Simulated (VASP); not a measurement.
Runs of VASP 6.6.1 on Te. It takes space group Im-3m (No. 229, cubic). Conventional cell: a = 3.864 Å, b = 3.864 Å, c = 3.864 Å, α = 90.00°, β = 90.00°, γ = 90.00°. Around Te (site symmetry m-3m) lie 8 Te at 3.35 Å. The cell was built by a generator and needn't be a form met in nature.

```tsv
task	cell	k mesh	cutoff (eV)	gap on the mesh (eV)	pressure (GPa)
relaxation of cell and atoms	relaxed	11 × 11 × 11	600	none	0.0
single point	Im-3m, 25.58 Å³/atom	13 × 13 × 13	520	none	8.7
single point	Im-3m, 29.06 Å³/atom	11 × 11 × 11	520	none	(a)
single point	Im-3m, 29.06 Å³/atom	19 × 19 × 19	520	none	-0.1
```

Alike in all rows: level revPBE; potentials or basis VASP PAW PBE potentials, release 64 (Te); no spin polarisation; smearing fermi-dirac 0.1 eV.

**Question.** Estimate the missing entries.

**Answer.** (a) -0.2.

Caveats: the PAW data sets were made with another functional, which shifts forces and pressure a little.

A k mesh can miss the band edges, and the runs leave out spin-orbit coupling on Te.

A gap of «none» marks a metal or a gap under the smearing width.
